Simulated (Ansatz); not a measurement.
## Moving the share of exact exchange in CdSe

```yaml
crystal:
  lattice:
    - [4.30000, 0.00000, 0.00000]
    - [-2.15000, 3.72391, 0.00000]
    - [0.00000, 0.00000, 7.02000]
  atoms:
    - { symbol: Cd, position: [0.66667, 0.33333, 0.50000] }
    - { symbol: Cd, position: [0.33333, 0.66667, 0.00000] }
    - { symbol: Se, position: [0.66667, 0.33333, 0.88500] }
    - { symbol: Se, position: [0.33333, 0.66667, 0.38500] }
```

Kept alike: task single point; k mesh 4 × 4 × 2; occupations fermi-dirac, width 0.05 eV; no spin polarisation. Program: Ansatz, Ansatz PAW, cutoff 420 eV. The mesh is that of the run's cell of 4 atoms. No spin-orbit coupling.

| share of exact exchange, α | band gap (eV) | pressure (GPa) |
| --- | --- | --- |
| 0 | 0.695 | 3.08 |
| 0.1 | 1.318 | 2.52 |
| 0.15 | 1.640 | 2.26 |
| 0.25 | 2.305 | 1.76 |
| 0.35 | 2.989 | 1.30 |
| 0.5 | 4.052 | 0.67 |

The k mesh is coarse, so the values aren't converged. Pressure is positive in compression, with a Pulay correction for the finite cutoff. Spin-orbit coupling, left out here, moves the band edges of heavy atoms and can close or invert small gaps. A gap read on the mesh alone can miss an edge between its points. All rows use potentials made for PBE. The mesh is thin for exact exchange.

The band gap rises from 0.695 to 4.052 eV between 0 and 0.5. Exact exchange pulls filled levels down against empty ones, so the gap grows nearly in line with its share. The mean slope is +6.71 eV per unit of share. The pressure falls from 3.08 to 0.67 GPa between 0 and 0.5. Exact exchange shortens the bonds here, so the pressure at fixed cell falls.
